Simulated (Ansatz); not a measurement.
Input of an Ansatz 0.2.0 run:

The input input.yaml:

```yaml
crystal:
  lattice:
    - [2.0, 1.1547005384, 8.44]
    - [-2.0, 1.1547005384, 8.44]
    - [0.0, -2.3094010768, 8.44]
  atoms:
    - { symbol: In, position: [0.8886, 0.8886, 0.8886] }
    - { symbol: In, position: [0.0, 0.0, 0.0] }
    - { symbol: Se, position: [0.1719, 0.1719, 0.1719] }
    - { symbol: Se, position: [0.3835, 0.3835, 0.3835] }
hamiltonian:
  xc: pbe
  pseudopotentials: { kind: paw }
kpoints:
  mp_grid: { grid: [8, 8, 8] }
scf:
  occupations: { method: gaussian, width: 0.016 }
output:
  forces: true
  stress: true
  eigenvalues: true
```

Potentials or basis: Ansatz PAW.

The run is started by

```console
$ ansatz run input.yaml --threads 2 --pin off --max-ram 5632MiB --backend cpu --events-out ev --progress --plain --runs-dir out
```

(1) What does it give for the largest force?

(2) Estimate the pressure.

(3) What does it give for the band gap on the k mesh?

Results:

(1) 0.365 eV/Å.

(2) 2.7 GPa.

(3) 0.44 eV, direct.

Caveat: spin-orbit coupling is left out, which moves the levels of the heavy elements.

**What was measured.**

From “The Interaction of Hydrogen with the van der Waals Crystal γ-InSe”, 2020, pmc:7321205, for a bulk crystal of InSe at 300 K: band gap 1.25 eV.

Against the measured gap of InSe, 1.25 eV (300 K; “The Interaction of Hydrogen with the van der Waals Crystal γ-InSe”, 2020, pmc:7321205), the calculated 0.44 eV is off by -0.81 eV. Spin-orbit coupling on In, Se is left out. The value is that of PBE on a finite k mesh, which can miss the band edges, without temperature or zero-point motion. Semilocal functionals fall short of measured gaps as a rule.
